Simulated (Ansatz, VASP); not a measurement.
BAs in VASP and in Ansatz

File INCAR:

```
SYSTEM = BAs
ALGO = Normal
EDIFF = 1E-7
EDIFFG = -0.002
ENCUT = 600
GGA = PS
IBRION = 2
ISIF = 3
ISMEAR = 0
LASPH = .TRUE.
LCHARG = .FALSE.
LREAL = .FALSE.
LWAVE = .FALSE.
NELM = 100
NSW = 100
PREC = Accurate
SIGMA = 0.02
```

The input KPOINTS:

```
k-points
0
G
  10 10 10
  0 0 0
```

Contents of POSCAR:

```
BAs
1.0
    0.0000000000      2.3850000000      2.3850000000
    2.3850000000      0.0000000000      2.3850000000
    2.3850000000      2.3850000000      0.0000000000
B As
1 1
Direct
    0.0000000000      0.0000000000      0.0000000000
    0.2500000000      0.2500000000      0.2500000000
```

Input for Ansatz:

```yaml
crystal:
  lattice:
    - [0.0, 2.385, 2.385]
    - [2.385, 0.0, 2.385]
    - [2.385, 2.385, 0.0]
  atoms:
    - { symbol: B, position: [0.0, 0.0, 0.0] }
    - { symbol: As, position: [0.25, 0.25, 0.25] }
basis:
  ecutwfc: 420
kpoints:
  mp_grid: { grid: [10, 10, 10] }
hamiltonian:
  xc: pbesol
  pseudopotentials: { kind: paw, azcp: { folder: soft_1 } }
scf:
  occupations: { method: gaussian, width: 0.02 }
output:
  forces: true
  stress: true
  eigenvalues: true
relax:
  adjacent_minimum: "off"
  f_tol: 0.002
  max_steps: 80
  cell: { stress_tol: 0.02 }
```

The cell was built by a generator and needn't be a form met in nature.

Alike in both runs: task relaxation of cell and atoms; functional PBEsol; k mesh 10 × 10 × 10; occupations gaussian, width 0.02 eV; no spin polarisation.

|  | VASP | Ansatz |
| --- | --- | --- |
| version | VASP 6.6.1 | Ansatz 0.2.0 |
| potentials or method | VASP PAW PBE potentials, release 64 (B, As) | scalar-relativistic, plane waves, PAW |
| plane-wave cutoff (eV) | 600 | 420 |
| valence electrons in the cell | 8 | 18 |

VASP gave:

| Property | Result |
| --- | --- |
| gap on the k mesh at the Fermi level, each at its own relaxed structure (eV) | 1.08 |
| relaxed volume (Å³/atom) | 13.63 |
| relaxed cell length with the largest relative difference (Å) | 3.378 |

Problem. Estimate Ansatz's values.

Solution. gap on the k mesh at the Fermi level, each at its own relaxed structure (eV): 1.08; relaxed volume (Å³/atom): 13.55; relaxed cell length with the largest relative difference (Å): 3.371.

The two sets of potentials don't hold the same shells in valence. Ansatz warned: «pseudo_functional_mismatch».

Caveats: the PAW data sets were made with another functional, which shifts forces and pressure a little (VASP). A k mesh can miss the band edges.
